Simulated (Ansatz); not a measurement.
One input on several machines: G0W0 on PBE, RbBr (Fm-3m)

The runs below are of Ansatz 0.2.0 on an Arm Neoverse N1 node (56 of its 64 cores, memory capped at 64 GiB); a node with four NVIDIA GB300 Max-Q cards and 144 Grace (Neoverse V2) cores; a node with four NVIDIA GB200 cards and 144 Grace (Neoverse V2) cores; a node with eight NVIDIA H100 80GB cards and 96 AMD EPYC 7R13 cores; an Intel Xeon 6975P-C node (Granite Rapids, 96 cores, 192 hardware threads, 360 GiB), one at a time and with no other job on the machine; times are wall-clock times from launch to exit. Times and memory are rounded to two significant figures, and ratios are formed from the unrounded values. A row is a single run, so small differences between rows aren't established. System services beside the runs took up to 4 cores (rounded up). Runs with a thread on every core shared the cores with them. Precision is the program's default, which can work at lower precision in parts of a run. Card memory is the largest of readings taken every 0.4 s, so short peaks can be missed, and it isn't given for runs under about 3 s. It shows what a run took, which needn't be the least that it can run in: the program holds more work at once where threads and free memory allow.

Commands are shown without the flags for output files and display.

| Item | Value |
| --- | --- |
| atoms | 2 |
| valence electrons | 16 |
| cell volume | 82.55 Å³ |
| cutoff (chosen by the program) | 420 eV |
| k mesh | 7×7×7 |
| k points solved | 20 |
| symmetry operations used (translations within a supercell counted) | 48 |
| plane waves at Γ | 1639 |
| dense FFT grid | 36×36×36 |
| bands at the start | 12 |
| spin | none |
| first density | atoms corrected by the program's trained network |

Input:

```yaml
crystal:
  lattice:
    - [0.000000, 3.455950, 3.455950]
    - [3.455950, 0.000000, 3.455950]
    - [3.455950, 3.455950, 0.000000]
  atoms:
    - { symbol: Rb, position: [0.000000, 0.000000, 0.000000] }
    - { symbol: Br, position: [0.500000, 0.500000, 0.500000] }
kpoints:
  mp_grid: { grid: [7, 7, 7] }
hamiltonian:
  xc: pbe
scf:
  occupations: { method: fixed }
gw: { n_empty_bands: 379, ecut_chi: 160, qp_bands: [v2, c2], qp_kpoints: band_edges, screening: { model: godby_needs } }
```

```
           machine share                                                                           command  wall time  SCF clock  outside it  CPU time  SCF iterations  threads                   the cards share  host memory (GiB)  fullest card (GiB)
               1 × GB200                                  ansatz run input.yaml --backend cuda --devices 1       31 s       29 s       1.7 s    38 min               6      144                                                  5.4                  15
               1 × GB300                                  ansatz run input.yaml --backend cuda --devices 1       33 s       31 s       1.4 s    37 min               6      144                                                  5.8                  15
                1 × H100                                  ansatz run input.yaml --backend cuda --devices 1       43 s       41 s       2.0 s    30 min               6       96                                                  6.2                  14
                2 × H100                                  ansatz run input.yaml --backend cuda --devices 2       35 s       32 s       2.5 s    31 min               6     2×48                          k points                6.4                 7.2
               4 × GB200                                  ansatz run input.yaml --backend cuda --devices 4       24 s       20 s       3.9 s    35 min               6     4×36                          k points                6.7                 5.1
                4 × H100                                  ansatz run input.yaml --backend cuda --devices 4       34 s       30 s       3.6 s    31 min               6     4×24                          k points                6.8                 3.9
 56 threads, Neoverse N1  taskset -c 8-63 ansatz run input.yaml --threads 56 --backend cpu --max-ram 64GiB    3.0 min    3.0 min      0.41 s     2.5 h               6       56                                                  5.2                    
                8 × H100                                  ansatz run input.yaml --backend cuda --devices 8       35 s       28 s       6.5 s    30 min               6      8×8  k points; not all work is shared                7.4                 2.6
96 threads, Xeon 6975P-C                                  ansatz run input.yaml --threads 96 --backend cpu       58 s       58 s      0.37 s    83 min               6       96                                                  5.4
```

The SCF clock is the program's own. It runs from the start of the first SCF loop to the final result and holds forces, stress, later SCFs and response steps. Outside it lie start-up, exit and the set-up ahead of the first loop, which depends on the cell and the method.

SCF iterations are those that the program logged, summed over all steps and exchange cycles of a run; an SCF made in search of a lower state can go uncounted; response, GW and RPA loops aren't counted. The k points are those of the first SCF; band paths, strained cells and response steps solve further ones. The cost of G0W0 and RPA follows the typed screening cutoff, the k mesh and, for G0W0, the empty bands and states asked. These weren't tested for convergence, so a converged result can cost much more.

Threads written as a×b are a pools of b host workers, as the log lists them; the log's own count of threads can differ.

The machines don't compute alike at the default precision: the logs show emulated matrix products on GB200 and GB300, and some doubles held as pairs of floats on GB300.

The runs on cards also kept host threads busy (see the CPU time), so differences between cards can come from their hosts too.

Among these rows the slowest by wall time (56 threads, Neoverse N1) takes 7.5 times as long as the fastest (4 × GB200). Up to 19 % of a wall time lies outside the SCF clock (8 × H100), so the wall times show the speed at the clocked work only in part. On the SCF clock alone the slowest (56 threads, Neoverse N1) takes 9.0 times as long as the fastest (4 × GB200).

Problem. How long does the same input take on 4 × GB300 (ansatz run input.yaml --backend cuda --devices 4)?

Solution. 27 s, in 6 SCF iterations, 0.83 times the time on 1 × GB300; peak host memory 7.1 GiB, 5.1 GiB on the fullest card. Of the wall time 23 s is on the SCF clock and 4.3 s outside. On the SCF clock alone it is 0.73 times that on 1 × GB300 (23 s against 31 s). The cards share k points, with 4 pools of 36 host workers by the log's list (its own count of threads can differ).
